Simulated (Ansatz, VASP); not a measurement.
Two plane-wave programs on TiAl3

Contents of INCAR:

```
SYSTEM = TiAl3
  ALGO = Fast
  EDIFF = 1E-6
  ENCUT = 520
  GGA = PE
  ISIF = 2
  ISMEAR = 0
  LASPH = .TRUE.
  LCHARG = .TRUE.
  LELF = .TRUE.
  LREAL = .FALSE.
  LVHAR = .TRUE.
  LWAVE = .FALSE.
  NBANDS = 18
  NELM = 100
  PREC = Accurate
  SIGMA = 0.1
```

Contents of KPOINTS:

```
k-points
0
G
  6 4 4
  0 0 0
```

Contents of POSCAR:

```
TiAl3
1.0
    2.8396770000      0.0000000000      0.0000000000
    0.0000000000      4.6812640000      0.0000000000
    0.0000000000      0.0000000000      4.9007420000
Ti Al
1 3
Direct
    0.0000000000      0.5000000000      0.1659160000
    0.5000000000      0.5000000000      0.6672710000
    0.5000000000      0.0000000000      0.3309120000
    0.0000000000      0.0000000000      0.8359000000
```

Input for Ansatz:

```yaml
crystal:
  lattice:
    - [2.839677, 0.0, 0.0]
    - [0.0, 4.681264, 0.0]
    - [0.0, 0.0, 4.900742]
  atoms:
    - { symbol: Ti, position: [0.0, 0.5, 0.165916] }
    - { symbol: Al, position: [0.5, 0.5, 0.667271] }
    - { symbol: Al, position: [0.5, 0.0, 0.330912] }
    - { symbol: Al, position: [0.0, 0.0, 0.8359] }
basis:
  ecutwfc: 420
kpoints:
  mp_grid: { grid: [6, 4, 4] }
hamiltonian:
  xc: pbe
scf:
  occupations: { method: gaussian, width: 0.1 }
output:
  forces: true
  stress: true
  eigenvalues: true
```

The cell comes from a database or a generator and needn't be the stable form of this composition.

Alike in both runs: task single point; functional PBE; k mesh 6 × 4 × 4; occupations gaussian, width 0.1 eV; no spin polarisation.

```csv
,VASP,Ansatz
version,VASP 6.6.1,Ansatz 0.2.0
potentials or method,"VASP PAW PBE potentials, release 64 (Ti_sv, Al)","scalar-relativistic, plane waves, PAW"
plane-wave cutoff (eV),520,420
valence electrons in the cell,21,21
```

|  | VASP | Ansatz | Ansatz less VASP |
| --- | --- | --- | --- |
| gap on the k mesh at the Fermi level (eV) | none | none | - |
| pressure (GPa) | -0.1 | 0.0 | +0.06 |
| largest component of the traceless stress (GPa) | 1.36 | 1.37 | +0.002 |
| rms of the force components (eV/Å) | 0.027 | 0.027 | +0.0002 |

Atom by atom the forces differ by 0.001 eV/Å (rms over components). A gap of «none» marks a metal or a gap that the smearing closes.

Caveats: the k mesh is coarse (spacing up to 0.37 Å⁻¹), so the values aren't converged.
